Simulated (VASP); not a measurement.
# Rb (I4/mmm) in VASP: electric field gradients with r2SCAN

Aim: the electric field gradients of Rb with r2SCAN.

Program: VASP 6.6.1. These are calculated values, not measurements. Logs are shortened: lines on timing, memory, paths and dates and some standing lists are left out, and cuts for length are marked.

## 1. The undisturbed crystal

It takes space group I4/mmm (No. 139, tetragonal). Conventional cell: a = 5.909 Å, b = 5.909 Å, c = 5.462 Å, α = 90.00°, β = 90.00°, γ = 90.00°.

This isn't the form of Rb at room conditions, which is bcc.

## 2. Electric field gradients, r2SCAN (volume scaled by 0.98)

POSCAR reads:

```
Rb
1.0
   -2.9346823254      2.9346823254      2.7125168232
    2.9346823254     -2.9346823254      2.7125168232
    2.9346823254      2.9346823254     -2.7125168232
Rb
1
Direct
    0.0000000000      0.0000000000      0.0000000000
```

INCAR.step1 reads:

```
PREC = Accurate
ENCUT = 520
ISMEAR = -1
SIGMA = 0.08
LREAL = F
LASPH = T
NELM = 100
NBANDS = 10
GGA = PE
ALGO = Normal
EDIFF = 1E-4
LWAVE = T
LCHARG = F
```

INCAR.step2 reads:

```
PREC = Accurate
ENCUT = 520
EDIFF = 1E-8
ISMEAR = -1
SIGMA = 0.08
LREAL = F
LASPH = T
NELM = 100
ALGO = Normal
ISIF = 2
LWAVE = F
LCHARG = F
METAGGA = R2SCAN
LMIXTAU = T
LEFG = T
NBANDS = 10
ISTART = 1
```

KPOINTS reads:

```
Automatic mesh
0
Gamma
  10 10 10
```

Potentials or basis: VASP PAW PBE potentials, release 64 (Rb_sv).

Started as:

```
> cat potpaw_PBE.64/Rb_sv/POTCAR > POTCAR
> cp INCAR.step1 INCAR
> mpirun -np 1 vasp_std > vasp.out
> cp INCAR.step2 INCAR
> mpirun -np 1 vasp_std > vasp.out
```

OUTCAR:

```text
PREC = Accurate
   ENCUT = 520
   EDIFF = 1E-8
   ISMEAR = -1
   LREAL = F
   LASPH = T
   NELM = 100
   ISIF = 2
   METAGGA = R2SCAN
   ISTART = 1

 ion  position               nearest neighbor table
   1  0.000  0.000  0.000-

  LATTYP: Found a body centered tetragonal cell.
 ALAT       =     5.8693646508
 C/A-ratio  =     0.9242965754

  Lattice vectors:

 A1 = (  -2.9346823254,   2.9346823254,   2.7125168232)
 A2 = (   2.9346823254,  -2.9346823254,   2.7125168232)
 A3 = (   2.9346823254,   2.9346823254,  -2.7125168232)

Analysis of symmetry for initial positions (statically):
=====================================================================
 Subroutine PRICEL returns:
 Original cell was already a primitive cell.

 Routine SETGRP: Setting up the symmetry group for a
 body centered tetragonal supercell.

 Subroutine GETGRP returns: Found 16 space group operations
 (whereof 16 operations were pure point group operations)
 out of a pool of 16 trial point group operations.

The static configuration has the point symmetry D_4h.

Analysis of symmetry for dynamics (positions and initial velocities):
=====================================================================
 Subroutine PRICEL returns:
 Original cell was already a primitive cell.

 Routine SETGRP: Setting up the symmetry group for a
 body centered tetragonal supercell.

 Subroutine GETGRP returns: Found 16 space group operations
 (whereof 16 operations were pure point group operations)
 out of a pool of 16 trial point group operations.

The dynamic configuration has the point symmetry D_4h.

 Subroutine INISYM returns: Found 16 space group operations
 (whereof 16 operations are pure point group operations),
 and found     1 'primitive' translations

----------------------------------------------------------------------------------------

                                     Primitive cell

  volume of cell :      93.4447

  direct lattice vectors                    reciprocal lattice vectors
    -2.934682325  2.934682325  2.712516823     0.000000000  0.170376192  0.184330654
     2.934682325 -2.934682325  2.712516823     0.170376192  0.000000000  0.184330654
     2.934682325  2.934682325 -2.712516823     0.170376192  0.170376192  0.000000000

  length of vectors
     4.958071018  4.958071018  4.958071018     0.251009635  0.251009635  0.240948322

  position of ions in fractional coordinates (direct lattice)
     0.000000000  0.000000000  0.000000000

  ion indices of the primitive-cell ions
   primitive index   ion index
                 1           1

----------------------------------------------------------------------------------------

 KPOINTS: Automatic mesh

Automatic generation of k-mesh.
 Grid dimensions read from file:
 generate k-points for:   10   10   10

 Generating k-lattice:

  Cartesian coordinates                     Fractional coordinates (reciprocal lattice)
     0.000000000  0.017037619  0.018433065     0.100000000 -0.000000000  0.000000000
     0.017037619  0.000000000  0.018433065    -0.000000000  0.100000000  0.000000000
     0.017037619  0.017037619  0.000000000     0.000000000  0.000000000  0.100000000

  Length of vectors
     0.025100964  0.025100964  0.024094832

  Shift w.r.t. Gamma in fractional coordinates (k-lattice)
     0.000000000  0.000000000  0.000000000

 Subroutine IBZKPT returns following result:
 ===========================================

 Found    102 irreducible k-points:

 Following reciprocal coordinates:
            Coordinates               Weight
  0.000000  0.000000  0.000000      1.000000
  0.100000  0.000000  0.000000      8.000000
  0.200000  0.000000  0.000000      8.000000
  0.300000  0.000000  0.000000      8.000000
  0.400000 -0.000000  0.000000      8.000000
  0.500000 -0.000000  0.000000      4.000000
[... 16 lines left out ...]
  0.300000  0.300000  0.000000      8.000000
  0.400000  0.300000  0.000000     16.000000
 [... further k-points ...]
   k-points           NKPTS =    102   k-points in BZ     NKDIM =    102   number of bands    NBANDS=     10
   number of dos      NEDOS =    301   number of ions     NIONS =      1
   total plane-waves  NPLWV =  64000
   dimension x,y,z NGX =    40 NGY =   40 NGZ =   40
   dimension x,y,z NGXF=    80 NGYF=   80 NGZF=   80
   ions per type =               1
   NGX,Y,Z   is equivalent  to a cutoff of  13.41, 13.41, 13.41 a.u.
   NGXF,Y,Z  is equivalent  to a cutoff of  26.82, 26.82, 26.82 a.u.
 SYSTEM =  unknown system
   PREC   = accura    normal or accurate (medium, high low for compatibility)
   ISTART =      1    job   : 0-new  1-cont  2-samecut
   ICHARG =      0    charge: 1-file 2-atom 10-const
   ISPIN  =      1    spin polarized calculation?
   LNONCOLLINEAR =      F non collinear calculations
   LSORBIT =      F    spin-orbit coupling
   LASPH  =      T    aspherical Exc in radial PAW
   ENCUT  =  520.0 eV  38.22 Ry    6.18 a.u.   9.22  9.22  9.22*2*pi/ulx,y,z
   NELM   =    100;   NELMIN=  2; NELMDL=  0     # of ELM steps
   EDIFF  = 0.1E-07   stopping-criterion for ELM
   LREAL  =      F    real-space projection
   EDIFFG = 0.1E-06   stopping-criterion for IOM
   NSW    =      0    number of steps for IOM
   IBRION =     -1    ionic relax: 0-MD 1-quasi-New 2-CG
   NFREE  =      0    steps in history (QN), initial steepest desc. (CG)
   ISIF   =      2    stress and relaxation
   ISYM   =      2    0-nonsym 1-usesym 2-fastsym
   POTIM  = 0.5000    time-step for ionic-motion
   TEBEG  =    0.0;   TEEND  =   0.0 temperature during run
   PSTRESS=    0.0 pullay stress
   NELECT =       9.0000    total number of electrons
   NUPDOWN=      -1.0000    fix difference up-down
   EMIN   =  10.00;   EMAX   =-10.00  energy-range for DOS
   EFERMI =   0.00;   METHOD = LEGACY
   ISMEAR =    -1;   SIGMA  =   0.08  broadening in eV -4-tet -1-fermi 0-gaus
   EFERMI_NEDOS =   21; number of points for ismear=-14 and -15
   IALGO  =     38    algorithm
   IMIX   =      4    mixing-type and parameters
     AMIX     =   0.40;   BMIX     =  1.00
     AMIX_MAG =   1.60;   BMIX_MAG =  1.00
  volume/ion in A,a.u.               =      93.44       630.60
  Fermi-wavevector in a.u.,A,eV,Ry     =   0.750420  1.418087  7.661842  0.563129
  Thomas-Fermi vector in A             =   1.847166
   LORBIT       =      0    0 simple, 1 ext, 2 COOP (PROOUT), +10 PAW based schemes
   METAGGA = R2SCAN    functional components
   LHFCALC =     F    Hartree Fock is set to
   AEXX    =    0.0000 exact exchange contribution
   IVDW    =     0    specifies the selected vdW correction
   LEPSILON=     F    determine dielectric tensor
   LRPA    =     F    only Hartree local field effects (RPA)
 non-spin polarized calculation
  energy-cutoff  :      520.00
  volume of cell :       93.44
 maximum number of plane-waves:      2542
 NGX is ok and might be reduce to    40

 number of electron       9.0000000 magnetization

 Free energy of the ion-electron system (eV)
  ---------------------------------------------------
  ext. energy  EPLUGINS =         0.00000000
  ---------------------------------------------------
  free energy    TOTEN  =       -13.92583084 eV

  energy without entropy =      -13.90689908  energy(sigma->0) =      -13.91636496

 E-fermi :   0.0114     XC(G=0):  -5.6574

 val. band max:       -0.0031217746   @ k =  -0.4000   0.4000   0.2000
 cond. band min:       0.0273948792   @ k =  -0.2000   0.4000   0.2000
 fundamental gap:      0.0305166538
 Fermi energy:         0.0114187544

 k-point     1 :       0.0000    0.0000    0.0000
  band No.  band energies     occupation
      1     -30.0821      2.00000
      2     -13.5738      2.00000
      3     -13.5736      2.00000
      4     -13.5736      2.00000
      5      -2.0460      2.00000
      6       3.8195      0.00000
      7       4.2692      0.00000
      8       4.2692      0.00000
      9       4.7575      0.00000
     10       5.3594      0.00000

 k-point     2 :       0.1000    0.0000    0.0000
  band No.  band energies     occupation
      1     -30.0817      2.00000
      2     -13.5825      2.00000
      3     -13.5765      2.00000
      4     -13.5740      2.00000
      5      -1.9200      2.00000
      6       3.7445      0.00000
      7       3.9936      0.00000
      8       4.2387      0.00000
      9       4.7088      0.00000
     10       5.1228      0.00000

 k-point     3 :       0.2000    0.0000    0.0000
  band No.  band energies     occupation
      1     -30.0806      2.00000
      2     -13.6053      2.00000
      3     -13.5841      2.00000
      4     -13.5748      2.00000
      5      -1.5529      2.00000
      6       3.2017      0.00000
      7       3.4117      0.00000
      8       4.4747      0.00000
      9       4.7913      0.00000
     10       4.9929      0.00000

 k-point     4 :       0.3000    0.0000    0.0000
  band No.  band energies     occupation
      1     -30.0793      2.00000
      2     -13.6330      2.00000
      3     -13.5934      2.00000
      4     -13.5759      2.00000
      5      -0.9769      1.99999
      6       2.3262      0.00000
      7       3.0556      0.00000
      8       4.8865      0.00000
      9       4.9697      0.00000
     10       5.0573      0.00000
[... 222 lines left out ...]
 k-point    22 :      -0.2000    0.2000    0.0000
  band No.  band energies     occupation
      1     -30.0807      2.00000
      2     -13.6051      2.00000
      3     -13.5825      2.00000
      4     -13.5726      2.00000
      5      -1.5915      2.00000
      6       2.9423      0.00000
      7       3.7935      0.00000
      8       4.5165      0.00000
      9       4.7136      0.00000
     10       5.1118      0.00000

 k-point    23 :       0.3000    0.3000    0.0000
  band No.  band energies     occupation
      1     -30.0775      2.00000
      2     -13.6445      2.00000
      3     -13.6245      2.00000
      4     -13.5863      2.00000
      5       0.8403      0.00006
      6       1.2455      0.00000
      7       1.6875      0.00000
      8       4.4641      0.00000
      9       4.9082      0.00000
     10       5.6714      0.00000

 k-point    24 :       0.4000    0.3000    0.0000
  band No.  band energies     occupation
      1     -30.0776      2.00000
      2     -13.6424      2.00000
      3     -13.6258      2.00000
      4     -13.5843      2.00000
      5       0.6609      0.00060
      6       1.3230      0.00000
      7       1.7662      0.00000
      8       4.4759      0.00000
      9       5.0686      0.00000
     10       5.4628      0.00000

 [... further k-points ...]

------------------------ aborting loop because EDIFF is reached ----------------------------------------

  FORCE on cell =-STRESS in cart. coord.  units (eV):
  Direction    XX          YY          ZZ          XY          YZ          ZX
  --------------------------------------------------------------------------------------
  -------------------------------------------------------------------------------------
  Total        0.0180408      0.0180408      0.0539163      0.0000000      0.0000000      0.0000000
  in kB        0.3093224      0.3093224      0.9244338      0.0000000      0.0000000      0.0000000
  external PRESSURE =       0.5143595 kB  Pullay stress =       0.0000000 kB

 VOLUME and BASIS-vectors are now :
 -----------------------------------------------------------------------------
  energy-cutoff  :      520.00
  volume of cell :       93.44
      direct lattice vectors                 reciprocal lattice vectors
    -2.934682325  2.934682325  2.712516823     0.000000000  0.170376192  0.184330654
     2.934682325 -2.934682325  2.712516823     0.170376192  0.000000000  0.184330654
     2.934682325  2.934682325 -2.712516823     0.170376192  0.170376192  0.000000000

 POSITION                                       TOTAL-FORCE (eV/Angst)
 -----------------------------------------------------------------------------------
      0.00000      0.00000      0.00000        -0.000000      0.000000     -0.000000
 -----------------------------------------------------------------------------------
    total drift:                               -0.000000     -0.000000     -0.000000

  FREE ENERGIE OF THE ION-ELECTRON SYSTEM (eV)
  ---------------------------------------------------
  free  energy   TOTEN  =       -13.9258308360 eV

  energy  without entropy=      -13.9068990818  energy(sigma->0) =      -13.91636496

 Electric field gradients (V/A^2)
---------------------------------------------------------------------
 ion       V_xx      V_yy      V_zz      V_xy      V_xz      V_yz
---------------------------------------------------------------------
   1      -0.292    -0.292     0.584    -0.000    -0.000    -0.000
---------------------------------------------------------------------

 Electric field gradients after diagonalization (V/A^2)
 (convention: |V_zz| > |V_xx| > |V_yy|)
----------------------------------------------------------------------
 ion       V_xx      V_yy      V_zz     asymmetry (V_yy - V_xx)/ V_zz
----------------------------------------------------------------------
   1      -0.292    -0.292     0.584       0.000
----------------------------------------------------------------------

           NMR quadrupolar parameters

 Cq : quadrupolar parameter    Cq=e*Q*V_zz/h
 eta: asymmetry parameters     (V_yy - V_xx)/ V_zz
 Q  : nuclear electric quadrupole moment in mb (millibarn)
----------------------------------------------------------------------
 ion       Cq(MHz)       eta       Q (mb)
----------------------------------------------------------------------
   1       0.001       0.000       1.000
----------------------------------------------------------------------
```

Run time: 4.9 min. Hardware: 1 thread of AMD EPYC 9R45 (Zen 5), shared host; peak memory 0.27 GiB.

Results:

| Quantity | Value |
| --- | --- |
| Free energy | -13.9258 eV |
| Pressure | 0.1 GPa |
| Band gap on the k mesh | none (metal or under the smearing width) |

Electric field gradients, principal values (V/Å²):
```csv
atom,Vxx,Vyy,Vzz
1 Rb,-0.292,-0.292,0.584
```

Caveat: the PAW data sets were made with another functional, which shifts forces and pressure a little.
